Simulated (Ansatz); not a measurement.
## Phase order of Hf (relativity switched off)

Structure types of Hf are relaxed in primitive cells with their symmetry kept at 0 GPa, first on PAW files, then by LAPW. The enthalpy is E + pV at zero temperature, without zero-point motion. Only the types listed were tried, and differences under about 5 meV/atom are mesh noise.

Computed with Ansatz 0.2.0; functional PBE, non-relativistic. Settings: Fermi–Dirac smearing of 0.05 eV, no spin polarisation. Methods: LAPW: all electrons, basis error target 0.5 meV/atom.

k meshes: fcc 16×16×16, bcc 16×16×16, hcp 15×15×8.

Question: Which type is lowest in enthalpy, and by how much?

Answer: hcp, 35 meV/atom below fcc. The whole table:

```
start type        ends as          a, b, c (Å)  V (Å³/atom)  H − H(lowest), LAPW (meV/atom)
       fcc     fcc, Fm-3m  4.541, 4.541, 4.541        23.41                            34.8
       bcc     bcc, Im-3m  3.582, 3.582, 3.582        22.98                            64.4
       hcp  hcp, P6_3/mmc  3.237, 3.237, 5.207        23.62                             0.0
```
